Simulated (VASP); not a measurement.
# Ir: relaxed cell and band gap, by functional

Ir, Fm-3m (no. 225), 1 atom in the cell.

| Functional | Volume (Å³/atom) | Change from the starting volume (fraction) | Gap, path and mesh (eV) | Time (s) |
|---|---|---|---|---|
| LDA | 13.91 | -0.010 | 0.00 | 41 |
| LDA (PW92) | 13.90 | -0.011 | 0.00 | 44 |
| LDA (VWN5) | 13.81 | -0.017 | 0.00 | 44 |
| LDA (Hedin-Lundqvist) | 13.92 | -0.010 | 0.00 | 39 |
| LDA (Wigner) | 14.22 | 0.011 | 0.00 | 51 |
| Slater exchange only | 14.51 | 0.032 | 0.00 | 41 |
| PBE exchange only | 16.22 | 0.153 | 0.00 | 64 |
| PBE | 14.51 | 0.032 | 0.00 | 52 |
| PBEsol | 14.07 | 0.001 | 0.00 | 37 |

## Input of the first row

INCAR.step1:
```
SYSTEM = Ir
PREC     = Accurate       ! precision mode
ENCUT    = 600            ! plane-wave cutoff, eV
EDIFF    = 1E-7           ! SCF threshold, eV
ISMEAR   = 1              ! smearing method
SIGMA    = 0.1            ! smearing width, eV
LREAL    = .False.        ! projectors in reciprocal space
LASPH    = .True.         ! aspherical terms in the spheres
GGA_COMPAT= .False.      
ALGO     = Normal         ! electronic algorithm
NELM     = 150            ! most SCF steps
ISIF     = 3              ! what is computed and relaxed
LWAVE    = .False.        ! write WAVECAR
LCHARG   = .False.        ! write CHGCAR
GGA      = CA             ! functional
IBRION   = 2              ! ionic algorithm
EDIFFG   = -0.005         ! ionic threshold
NSW      = 60             ! ionic steps
```

INCAR.step2, as INCAR.step1 but for:
```
- NSW = 60
+ NSW = 40
```

INCAR.step3, as INCAR.step2 but for:
```
- ISIF = 3
- IBRION = 2
- EDIFFG = -0.005
- NSW = 40
+ ISIF = 2
+ NBANDS = 10
```

KPOINTS:
```
k-points
0
Gamma
  12 12 12
```

KPOINTS_OPT:
```
path GXWKGLUWLK,UX
8
line-mode
reciprocal
 0.0000000000  0.0000000000  0.0000000000  G
 0.5000000000  0.0000000000  0.5000000000  X

 0.5000000000  0.0000000000  0.5000000000  X
 0.5000000000  0.2500000000  0.7500000000  W

 0.5000000000  0.2500000000  0.7500000000  W
 0.3750000000  0.3750000000  0.7500000000  K

 0.3750000000  0.3750000000  0.7500000000  K
 0.0000000000  0.0000000000  0.0000000000  G

 0.0000000000  0.0000000000  0.0000000000  G
 0.5000000000  0.5000000000  0.5000000000  L

 0.5000000000  0.5000000000  0.5000000000  L
 0.6250000000  0.2500000000  0.6250000000  U

 0.6250000000  0.2500000000  0.6250000000  U
 0.5000000000  0.2500000000  0.7500000000  W

 0.5000000000  0.2500000000  0.7500000000  W
 0.5000000000  0.5000000000  0.5000000000  L

 0.5000000000  0.5000000000  0.5000000000  L
 0.3750000000  0.3750000000  0.7500000000  K

 0.6250000000  0.2500000000  0.6250000000  U
 0.5000000000  0.0000000000  0.5000000000  X
```

POSCAR.step1:
```
Ir
1.0
    0.0000000000      1.9156000000      1.9156000000
    1.9156000000      0.0000000000      1.9156000000
    1.9156000000      1.9156000000      0.0000000000
Ir
1
Direct
    0.0000000000      0.0000000000      0.0000000000
```

Commands (each step's output is kept before the next begins):
```
cat potpaw_LDA.64/Ir/POTCAR > POTCAR
cp INCAR.step1 INCAR
cp POSCAR.step1 POSCAR
mpirun -np 1 vasp_std > vasp.out
cp CONTCAR POSCAR
rm WAVECAR CHG
cp INCAR.step2 INCAR
mpirun -np 1 vasp_std > vasp.out
cp CONTCAR POSCAR
rm WAVECAR CHG
cp INCAR.step3 INCAR
mpirun -np 1 vasp_std > vasp.out
```

Changes of the last row against the first:
```
(all steps)
- GGA = CA
+ GGA = PS
- cat potpaw_LDA.64/Ir/POTCAR > POTCAR
+ cat potpaw_PBE.64/Ir/POTCAR > POTCAR
```

VASP 6.6.1 took 41 s on 1 core (Intel Xeon Platinum 8259CL @ 2.50GHz (Skylake/Cascade Lake)), a shared host.
